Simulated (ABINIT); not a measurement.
A run of ABINIT 10.8.3 (patched build) is set up as follows.

The input run.abi:

```
ndtset 2

pp_dirpath "./"
pseudos "Hf_ONCV_PBE-1.2.upf, B_ONCV_PBE-1.2.upf"

acell 3*1.0
rprim
     5.9337400313     0.0000000000     0.0000000000
    -2.9668700157     5.1387696066     0.0000000000
     0.0000000000     0.0000000000     6.5762469137
ntypat 2
znucl 72 5
natom 3
typat 1 2 2
xred
     0.0000000000     0.0000000000     0.0000000000
     0.6666666667     0.3333333333     0.5000000000
     0.3333333333     0.6666666667     0.5000000000

ecut 816.341587 eV

ixc 11

occopt 3
tsmear 0.05 eV

nstep 100

iomode 3
prtwf 0
prteig 0
prtebands 0
enunit 1
prtden1 1
prtvha1 1
prtvclmb1 1
prtpot1 1
prtelf1 1

kptopt1 1
ngkpt1 10 10 8
nshiftk1 1
shiftk1 0.0 0.0 0.0
nband1 20
tolvrs1 1.0e-10

iscf2 -2
getden2 1
nband2 26
nbdbuf2 4
tolwfr2 1.0e-11
kptopt2 -7
ndivsm2 8
prteig2 1
kptbounds2
     0.0000000000     0.0000000000     0.0000000000
     0.5000000000     0.0000000000     0.0000000000
     0.3333333333     0.3333333333     0.0000000000
     0.0000000000     0.0000000000     0.0000000000
     0.0000000000     0.0000000000     0.5000000000
     0.5000000000     0.0000000000     0.5000000000
     0.3333333333     0.3333333333     0.5000000000
     0.0000000000     0.0000000000     0.5000000000
```

Potentials or basis: SG15 NC PBE v1.2.

Launch:

```bash
$ abinit run.abi > log 2>&1
```

(1) What does it give for the pressure?

(2) Predict the band gap on the k mesh.

Results:

(1) 0.9 GPa.

(2) none (metal or under the smearing width).

Caveat: spin-orbit coupling is left out, which moves the levels of the heavy elements.
